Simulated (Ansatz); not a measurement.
Ge in Ansatz: the effect of functional

Crystal: Ge.

```
CELL_PARAMETERS angstrom
3.91598 0.00000 0.00000
-1.95799 3.39134 0.00000
0.00000 0.00000 6.46466
ATOMIC_POSITIONS crystal
Ge 0.33333 0.66667 0.93710
Ge 0.66667 0.33333 0.43710
Ge 0.33333 0.66667 0.56290
Ge 0.66667 0.33333 0.06290
```

This isn't the form of Ge at room conditions, which is diamond.

The cell isn't the ideal one: volume scaled by 0.94.

Alike in all runs:

```yaml
Program: Ansatz 0.2.0
Task: single point
Potentials_or_basis: Ansatz PAW
k_mesh: 8 × 8 × 4
Occupations: fermi-dirac, width 0.05 eV
Spin: no spin polarisation
```

```csv
functional,cutoff,gap on the mesh (eV),pressure (GPa),largest force (eV/Å)
LDA,420 eV (not typed: the program's choice for these potentials),?,?,?
PBEsol,420 eV (not typed: the program's choice for these potentials),none,4.8,0.02
r2SCAN,500 eV (not typed: the program's choice for these potentials),0.26,5.0,0.03
```

What does the run with functional LDA give?

gap on the mesh none; pressure 2.5 GPa; largest force 0.02 eV/Å.

Caveats: the PAW data sets come from PBE, with cores solved anew for the run's functional, which leaves a small shift of forces and pressure.

A k mesh can miss the band edges.

A gap of «none» marks a metal or a gap under the smearing width.
